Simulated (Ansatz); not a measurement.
System: interstitial As in zinc-blende AlAs (charge state +1). The step: several atoms move together, As the farthest; the atom moves 1.22 Å along (0.03, 0.03, -0.21) of the unit cell; the moving atom starts with neighbours Al at 2.57, 2 Al at 2.61; 2 As at 2.56, As at 2.57 Å and ends with Al at 2.33, 2 Al at 3.00; 2 As at 2.49 Å. A PBE band in Ansatz (plane-wave PAW, one k-point at (0.250, 0.250, 0.250), 64 host sites, 91 SCF runs with any check of the saddle's order, static, no finite-size correction) gives a forward barrier of 0.064 eV. The program found a first-order saddle point. The charge state is imposed; whether it is stable for some Fermi level was not computed. Sites that were not tried may lie lower. The start lies 0.26 eV above the lowest site run (PBE).

Single points at the band's start and saddle point can refine it. Rough cost of one point, in units of the band's mean SCF on the same machine:

```csv
Level,Cost of one point
"PBE, a 2×2×2 k-point mesh shifted by half a step",about 5
"r2SCAN at 500 eV, one k-point at (0.250, 0.250, 0.250)",about 3
```

Q: Which of these move the barrier by more than 0.1 eV, and how far does each move it?

A: Not one does. PBE, a 2×2×2 k-point mesh shifted by half a step: +0.05 eV; r2SCAN at 500 eV, one k-point at (0.250, 0.250, 0.250): -0.07 eV. Each functional is compared with PBE at the same k-points.

Ansatz is a quantum-chemistry and plane-wave program.
